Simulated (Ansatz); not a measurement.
A surface is cut from this relaxed crystal of Sc$_{2}$Al:

```yaml
crystal:
  lattice:
    - [4.85090, 0.00000, 0.00000]
    - [-2.42545, 4.20100, 0.00000]
    - [0.00000, 0.00000, 6.08545]
  atoms:
    - { symbol: Sc, position: [0.00000, 0.00000, 0.00000] }
    - { symbol: Sc, position: [0.00000, 0.00000, 0.50000] }
    - { symbol: Sc, position: [0.33333, 0.66667, 0.75000] }
    - { symbol: Sc, position: [0.66667, 0.33333, 0.25000] }
    - { symbol: Al, position: [0.33333, 0.66667, 0.25000] }
    - { symbol: Al, position: [0.66667, 0.33333, 0.75000] }
```

Miller indices refer to the conventional cell of P6_3/mmc (No. 194), a = 4.851 Å, b = 4.851 Å, c = 6.085 Å, α = 90.00°, β = 90.00°, γ = 120.00°.

The (100) slab of 7 planes, 8.4 Å thick with 15 Å of vacuum as cut; outer planes Sc (top) and Sc (bottom).

These are results of DFT PBEsol, scalar-relativistic, plane waves, PAW in Ansatz, not measurements. Settings: cutoff 420 eV, Γ-centred mesh 7×6×1 on the computed 14-atom cell, Gaussian smearing of 0.10 eV; no spin polarisation. A dipole correction removes the field between periodic images along c.

The slab isn't stoichiometric (Sc5Al2), so its surface energy depends on the chemical potentials; it is given with the excess atoms taken from the element's standard state, a limit at which the compound may itself be unstable, so the figure can be too low.

Results for the relaxed slab:

```json
{
 "Surface energy with the excess atoms taken from the elements": "1.50 J/m²",
 "Work function": "3.24 eV"
}
```

Relaxation lowers the energy by 0.125 J/m² a face; the largest move is 0.239 Å.

| plane (bottom to top) | atoms | spacing to next, bulk (Å) | relaxed (Å) | change (%) | rumpling (Å) |
| --- | --- | --- | --- | --- | --- |
| 1 | Sc2 | 1.400 | 1.076 | -23.1 | 0.000 |
| 2 | ScAl | 1.400 | 1.495 | +6.7 | 0.150 |
| 3 | ScAl | 1.400 | 1.392 | -0.6 | 0.034 |
| 4 | Sc2 | 1.400 | 1.392 | -0.6 | 0.000 |
| 5 | ScAl | 1.400 | 1.495 | +6.7 | 0.034 |
| 6 | ScAl | 1.400 | 1.076 | -23.1 | 0.150 |
| 7 | Sc2 |  |  |  | 0.000 |